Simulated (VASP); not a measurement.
# HF: single point with PBE+D3(BJ)

The system is HF.

```
F H
1.0
     6.97953    0.00000    0.00000
     0.00000    6.97953    0.00000
     0.00000    0.00000    6.97953
F H
10 10
Direct
  0.37091 0.50867 0.57223
  0.71707 0.84007 0.80991
  0.12740 0.56691 0.90711
  0.24681 0.21834 0.89602
  0.94585 0.67032 0.59531
  0.04572 0.81185 0.30856
  0.95240 0.30502 0.58286
  0.02162 0.10223 0.14515
  0.40981 0.77998 0.92332
  0.67810 0.40193 0.34737
  0.45728 0.49486 0.47013
  0.78951 0.75719 0.73122
  0.24284 0.62964 0.87724
  0.20368 0.35001 0.91430
  0.00000 0.75451 0.48912
  0.03781 0.93655 0.24463
  0.97064 0.44407 0.61018
  0.13171 0.13816 0.07511
  0.52995 0.80816 0.86125
  0.79045 0.36093 0.41719
```

The cell was built by a generator and needn't be a form met in nature.

- Program: VASP 6.6.1
- Task: single point
- Functional: PBE
- Dispersion: D3(BJ)
- Potentials or basis: VASP PAW PBE potentials, release 64 (F, H)
- Cutoff: 520 eV
- k mesh: 1 × 1 × 1
- Occupations: fermi-dirac, width 0.05 eV
- Spin: no spin polarisation

```yaml
Pressure: 0.8 GPa
Largest_force: 1.791 eV/Å
Band_gap_on_the_k_mesh: 7.14 eV, direct
Dispersion_energy_per_atom: -0.019 eV
```

Forces on the atoms (eV/Å):
```
F   -0.418  0.217  0.324
F    0.002  0.944  0.458
F   -1.002 -1.266  0.412
F   -0.130  0.179  0.667
F   -0.073  0.238  0.143
F    0.257 -0.937  0.511
F   -0.070  1.374  0.011
F   -1.184 -0.042  0.861
F   -1.242 -0.189  0.452
F    0.025  0.065 -0.020
H    0.623 -0.289 -0.361
H    0.806 -0.565 -0.749
H    1.299  1.121 -0.099
H    0.044  0.057 -0.471
H   -0.237 -0.364 -0.280
H   -0.090  0.577 -0.221
H    0.066 -1.209 -0.265
H    1.160  0.351 -1.319
H    0.405 -0.107 -0.165
H   -0.239 -0.156  0.111
```

Stress tensor (GPa, compression positive):
```
 1.51  0.59 -0.97
 0.59  0.23 -0.64
-0.97 -0.64  0.66
```

Levels at points of the mesh, in eV from the valence-band top:
| k point | band 38 | band 39 | band 40 | band 41 | band 42 | band 43 |
| --- | --- | --- | --- | --- | --- | --- |
| (0.00, 0.00, 0.00) | -0.23 | -0.05 | 0.00 | 7.14 | 9.94 | 10.29 |

It took 44 s on 1 thread of Intel(R) Xeon(R) Platinum 8259CL CPU @ 2.50GHz (Skylake/Cascade Lake), on a shared host, peak memory 0.33 GiB.

A hybrid or GW would open this gap; PBE tends to underestimate it.
